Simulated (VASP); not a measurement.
# Sb in VASP: notebook, part 2 of 2

VASP 6.6.1. Earlier steps stand in the parts before.

### 3 Single point, PBE+D3(BJ)

This run uses another cell than the first one, of 201.62 Å³/atom, 1.005 times its volume.

The input, INCAR:

```
  PREC = Accurate
  ENCUT = 520
  EDIFF = 1E-6
  ISMEAR = 0
  SIGMA = 0.02
  LREAL = F
  LASPH = T
  NELM = 100
  ALGO = Normal
  ISIF = 2
  LWAVE = F
  LCHARG = F
  LDIPOL = T
  IDIPOL = 3
  DIPOL = 0.5 0.5 0.500
  GGA = PE
  IVDW = 12
  NBANDS = 12
```

The input, KPOINTS:

```
regular mesh
0
Gamma
  9 9 1
```

The input, POSCAR:

```
Sb
1.0
    4.0779308102      0.0000000000      0.0000000000
   -2.0389654051      3.5315916765      0.0000000000
    0.0000000000      0.0000000000     28.0000000000
Sb
2
Direct
    0.3333333333      0.6666666667      0.5293639124
    0.6666666667      0.3333333333      0.4706360876
```

Potentials or basis: VASP PAW PBE potentials, release 64 (Sb).

The run is started by

```bash
$ cat potpaw_PBE.64/Sb/POTCAR > POTCAR
$ mpirun -np 1 vasp_std > vasp.out
```

OUTCAR:

```text
PREC = Accurate
   ENCUT = 520
   EDIFF = 1E-6
   ISMEAR = 0
   LREAL = F
   LASPH = T
   NELM = 100
   ISIF = 2
   GGA = PE
   IVDW = 12
 IVDW          = 12

 ion  position               nearest neighbor table
   1  0.333  0.667  0.529-   2 2.87   2 2.87   2 2.87
   2  0.667  0.333  0.471-   1 2.87   1 2.87   1 2.87

  LATTYP: Found a hexagonal cell.
 ALAT       =     4.0779308102
 C/A-ratio  =     6.8662273352

  Lattice vectors:

 A1 = (   4.0779308102,   0.0000000000,   0.0000000000)
 A2 = (  -2.0389654051,   3.5315916765,   0.0000000000)
 A3 = (   0.0000000000,   0.0000000000,  28.0000000000)

Analysis of symmetry for initial positions (statically):
=====================================================================
 Subroutine PRICEL returns:
 Original cell was already a primitive cell.

 Routine SETGRP: Setting up the symmetry group for a
 hexagonal supercell.

 Subroutine GETGRP returns: Found 12 space group operations
 (whereof 12 operations were pure point group operations)
 out of a pool of 24 trial point group operations.

The static configuration has the point symmetry D_3d.

Analysis of symmetry for dynamics (positions and initial velocities):
=====================================================================
 Subroutine PRICEL returns:
 Original cell was already a primitive cell.

 Routine SETGRP: Setting up the symmetry group for a
 hexagonal supercell.

 Subroutine GETGRP returns: Found 12 space group operations
 (whereof 12 operations were pure point group operations)
 out of a pool of 24 trial point group operations.

The dynamic configuration has the point symmetry D_3d.

 Subroutine INISYM returns: Found 12 space group operations
 (whereof 12 operations are pure point group operations),
 and found     1 'primitive' translations

----------------------------------------------------------------------------------------

                                     Primitive cell

  volume of cell :     403.2444

  direct lattice vectors                    reciprocal lattice vectors
     4.077930810  0.000000000  0.000000000     0.245222405  0.141579221  0.000000000
    -2.038965405  3.531591677  0.000000000     0.000000000  0.283158443  0.000000000
     0.000000000  0.000000000 28.000000000     0.000000000  0.000000000  0.035714286

  length of vectors
     4.077930810  4.077930810 28.000000000     0.283158443  0.283158443  0.035714286

  position of ions in fractional coordinates (direct lattice)
     0.333333333  0.666666667  0.529363912
     0.666666667  0.333333333  0.470636088

  ion indices of the primitive-cell ions
   primitive index   ion index
                 1           1
                 2           2

----------------------------------------------------------------------------------------

 KPOINTS: regular mesh

Automatic generation of k-mesh.
 Grid dimensions read from file:
 generate k-points for:    9    9    1

 Generating k-lattice:

  Cartesian coordinates                     Fractional coordinates (reciprocal lattice)
     0.027246934  0.015731025  0.000000000     0.111111111  0.000000000  0.000000000
     0.000000000  0.031462049  0.000000000     0.000000000  0.111111111  0.000000000
     0.000000000  0.000000000  0.035714286     0.000000000  0.000000000  1.000000000

[... 30 lines left out ...]
   ions per type =               2
   NGX,Y,Z   is equivalent  to a cutoff of  12.23, 12.23, 12.47 a.u.
   NGXF,Y,Z  is equivalent  to a cutoff of  24.46, 24.46, 24.94 a.u.
 SYSTEM =  unknown system
   PREC   = accura    normal or accurate (medium, high low for compatibility)
   ISTART =      0    job   : 0-new  1-cont  2-samecut
   ICHARG =      2    charge: 1-file 2-atom 10-const
   ISPIN  =      1    spin polarized calculation?
   LNONCOLLINEAR =      F non collinear calculations
   LSORBIT =      F    spin-orbit coupling
   LASPH  =      T    aspherical Exc in radial PAW
   ENCUT  =  520.0 eV  38.22 Ry    6.18 a.u.   7.58  7.58 52.06*2*pi/ulx,y,z
   NELM   =    100;   NELMIN=  2; NELMDL= -5     # of ELM steps
   EDIFF  = 0.1E-05   stopping-criterion for ELM
   LREAL  =      F    real-space projection
   EDIFFG = 0.1E-04   stopping-criterion for IOM
   NSW    =      0    number of steps for IOM
   IBRION =     -1    ionic relax: 0-MD 1-quasi-New 2-CG
   NFREE  =      0    steps in history (QN), initial steepest desc. (CG)
   ISIF   =      2    stress and relaxation
   ISYM   =      2    0-nonsym 1-usesym 2-fastsym
   POTIM  = 0.5000    time-step for ionic-motion
   TEBEG  =    0.0;   TEEND  =   0.0 temperature during run
   PSTRESS=    0.0 pullay stress
   NELECT =      10.0000    total number of electrons
   NUPDOWN=      -1.0000    fix difference up-down
   EMIN   =  10.00;   EMAX   =-10.00  energy-range for DOS
   EFERMI =   0.00;   METHOD = LEGACY
   ISMEAR =     0;   SIGMA  =   0.02  broadening in eV -4-tet -1-fermi 0-gaus
   EFERMI_NEDOS =   21; number of points for ismear=-14 and -15
   IALGO  =     38    algorithm
   IMIX   =      4    mixing-type and parameters
     AMIX     =   0.40;   BMIX     =  1.00
     AMIX_MAG =   1.60;   BMIX_MAG =  1.00
  volume/ion in A,a.u.               =     201.62      1360.61
  Fermi-wavevector in a.u.,A,eV,Ry     =   0.477403  0.902161  3.100956  0.227914
  Thomas-Fermi vector in A             =   1.473318
   LORBIT       =      0    0 simple, 1 ext, 2 COOP (PROOUT), +10 PAW based schemes
   GGA     = PE    functional components
   LHFCALC =     F    Hartree Fock is set to
   AEXX    =    0.0000 exact exchange contribution
   IVDW    =    12    specifies the selected vdW correction
   LEPSILON=     F    determine dielectric tensor
   LRPA    =     F    only Hartree local field effects (RPA)
 non-spin polarized calculation
 Gauss-broadening in eV      SIGMA  =   0.02
  energy-cutoff  :      520.00
  volume of cell :      403.24
 maximum number of plane-waves:     10911
   NGX = 15   NGY = 15   NGZ =105

 number of electron      10.0000001 magnetization

 dipolmoment           0.000000      0.000000     -0.000000 electrons x Angstroem

 Free energy of the ion-electron system (eV)
  ---------------------------------------------------
  ext. energy  EPLUGINS =         0.00000000
  ---------------------------------------------------
  free energy    TOTEN  =        -8.10028303 eV

  energy without entropy =       -8.10028303  energy(sigma->0) =       -8.10028303

 E-fermi :  -2.9801     XC(G=0):  -1.9452

 val. band max:       -3.0634535087   @ k =   0.0000   0.0000   0.0000
 cond. band min:      -1.8435684747   @ k =   0.3333   0.0000   0.0000
 fundamental gap:      1.2198850340
 Fermi energy:        -2.9800636829

 k-point     1 :       0.0000    0.0000    0.0000
  band No.  band energies     occupation
      1     -14.5146      2.00000
      2      -9.4423      2.00000
      3      -3.7730      2.00000
      4      -3.0635      2.00000
      5      -3.0635      2.00000
      6      -1.4381      0.00000
      7      -0.2567      0.00000
      8      -0.2567      0.00000
      9       1.1586      0.00000
     10       1.4317      0.00000
     11       1.8482      0.00000
     12       2.1161      0.00000
[... 151 lines left out ...]
 k-point    12 :       0.3333    0.3333    0.0000
  band No.  band energies     occupation
      1     -11.6232      2.00000
      2     -11.6232      2.00000
      3      -6.7123      2.00000
      4      -4.9360      2.00000
      5      -4.9360      2.00000
      6      -1.6558      0.00000
      7       0.4947      0.00000
      8       0.4947      0.00000
      9       3.4964      0.00000
     10       4.2551      0.00000
     11       4.2551      0.00000
     12       4.7123      0.00000

------------------------ aborting loop because EDIFF is reached ----------------------------------------

 vacuum level on the upper side and lower side of the slab       (xc-potential included)        -0.007        -0.007

 Edisp (eV)   -0.47102

 E8    (eV) :    -0.2345

  FORCE on cell =-STRESS in cart. coord.  units (eV):
  Direction    XX          YY          ZZ          XY          YZ          ZX
  --------------------------------------------------------------------------------------
  -------------------------------------------------------------------------------------
  Total      -0.03643    -0.03643     0.17432     0.00000    -0.00000     0.00000
  in kB      -0.14473    -0.14473     0.69261     0.00000    -0.00000     0.00000
  external pressure =        0.13 kB  Pullay stress =        0.00 kB

 VOLUME and BASIS-vectors are now :
 -----------------------------------------------------------------------------
  energy-cutoff  :      520.00
  volume of cell :      403.24
      direct lattice vectors                 reciprocal lattice vectors
     4.077930810  0.000000000  0.000000000     0.245222405  0.141579221  0.000000000
    -2.038965405  3.531591677  0.000000000     0.000000000  0.283158443  0.000000000
     0.000000000  0.000000000 28.000000000     0.000000000  0.000000000  0.035714286

 POSITION                                       TOTAL-FORCE (eV/Angst)
 -----------------------------------------------------------------------------------
     -0.00000      2.35439     14.82219         0.000000      0.000000      0.107519
      2.03897      1.17720     13.17781        -0.000000     -0.000000     -0.107519
 -----------------------------------------------------------------------------------
    total drift:                                0.000000      0.000000      0.000000

  FREE ENERGIE OF THE ION-ELECTRON SYSTEM (eV)
  ---------------------------------------------------
  free  energy   TOTEN  =        -8.5713056562 eV

  energy  without entropy=       -8.5713056562  energy(sigma->0) =       -8.57130566

 vacuum level on the upper side and lower side of the slab         1.702         1.702
```

OSZICAR:

```text
N       E                     dE             d eps       ncg     rms          rms(c)
DAV:   1     0.546958863622E+02    0.54696E+02   -0.23341E+03   288   0.493E+02
DAV:   2    -0.350882741957E+01   -0.58205E+02   -0.51938E+02   464   0.824E+01
DAV:   3    -0.806474503815E+01   -0.45559E+01   -0.45393E+01   412   0.298E+01
[... 11 lines left out ...]
DAV:  15    -0.810026805981E+01   -0.24055E-04   -0.14120E-06   356   0.303E-03    0.394E-04
DAV:  16    -0.810027567505E+01   -0.76152E-05   -0.17492E-07   340   0.953E-04    0.278E-04
DAV:  17    -0.810028032874E+01   -0.46537E-05   -0.10595E-07   360   0.733E-04    0.127E-04
DAV:  18    -0.810028256795E+01   -0.22392E-05   -0.58400E-08   304   0.492E-04    0.547E-05
DAV:  19    -0.810028302942E+01   -0.46146E-06   -0.74988E-09   308   0.182E-04
   1 F= -.85713057E+01 E0= -.85713057E+01  d E =-.785104E-11
```

stdout:

```text
POSCAR found type information on POSCAR Sb
 POSCAR found :  1 types and       2 ions
 scaLAPACK will be used
 LDA part: xc-table for (Slater+PW92), standard interpolation
 POSCAR, INCAR and KPOINTS ok, starting setup
 FFT: planning ... GRIDC
 FFT: planning ... GRID_SOFT
 FFT: planning ... GRID
 WAVECAR not read
 entering main loop
```

Run time: 79 s. Hardware: 1 thread of Intel Xeon Platinum 8488C (Sapphire Rapids), shared host; peak memory 0.44 GiB.

What came out:

```
Free energy                : -8.5713 eV
Largest force              : 0.108 eV/Å
Band gap on the k mesh     : 1.22 eV, indirect (least direct gap 1.63 eV)
Dispersion energy per atom : -0.236 eV
```

Forces on the atoms (eV/Å):
```
Sb   0.000  0.000  0.108
Sb   0.000  0.000 -0.108
```

Caveat: spin-orbit coupling is left out, which moves the levels of the heavy elements. A hybrid or GW would open this gap; PBE tends to underestimate it.
